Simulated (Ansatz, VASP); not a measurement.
# Two plane-wave programs on GaN

The input INCAR:

```
ALGO = Normal
EDIFF = 1E-6
ENCUT = 520
GGA = PE
ISIF = 2
ISMEAR = 0
LASPH = True
LCHARG = True
LELF = True
LREAL = False
LVHAR = True
LWAVE = False
NBANDS = 16
NELM = 100
PREC = Accurate
SIGMA = 0.01
```

File KPOINTS:

```
k-points
0
Gamma
  4 4 4
```

POSCAR

```
GaN
1.0
    0.0000000000      2.2489525415      2.2489525415
    2.2489525415      0.0000000000      2.2489525415
    2.2489525415      2.2489525415      0.0000000000
Ga N
1 1
Direct
    0.0000000000      0.0000000000      0.0000000000
    0.2500000000      0.2500000000      0.2500000000
```

Input for Ansatz:

```yaml
crystal:
  lattice:
    - [0.0, 2.2489525415, 2.2489525415]
    - [2.2489525415, 0.0, 2.2489525415]
    - [2.2489525415, 2.2489525415, 0.0]
  atoms:
    - { symbol: Ga, position: [0.0, 0.0, 0.0] }
    - { symbol: "N", position: [0.25, 0.25, 0.25] }
kpoints:
  mp_grid: { grid: [4, 4, 4] }
hamiltonian:
  xc: pbe
scf:
  occupations: { method: fixed }
  n_extra_bands: 4
output:
  forces: true
  stress: true
  eigenvalues: true
```

Alike in both runs: task single point; functional PBE; k mesh 4 × 4 × 4; no spin polarisation.

|  | VASP | Ansatz |
| --- | --- | --- |
| version | VASP 6.6.1 | Ansatz 0.2.0 |
| potentials or method | VASP PAW PBE potentials, release 64 (Ga_d, N) | plane waves |
| plane-wave cutoff (eV) | 520 | 420 |
| occupations | gaussian, width 0.01 eV | fixed |
| valence electrons in the cell | 18 | 18 |

```csv
,VASP,Ansatz,Ansatz less VASP
gap on the k mesh at the Fermi level (eV),1.74,1.74,-0.008
pressure (GPa),6.2,6.2,-0.05
```

Caveats: the k mesh is coarse (spacing up to 0.60 Å⁻¹), so the values aren't converged.
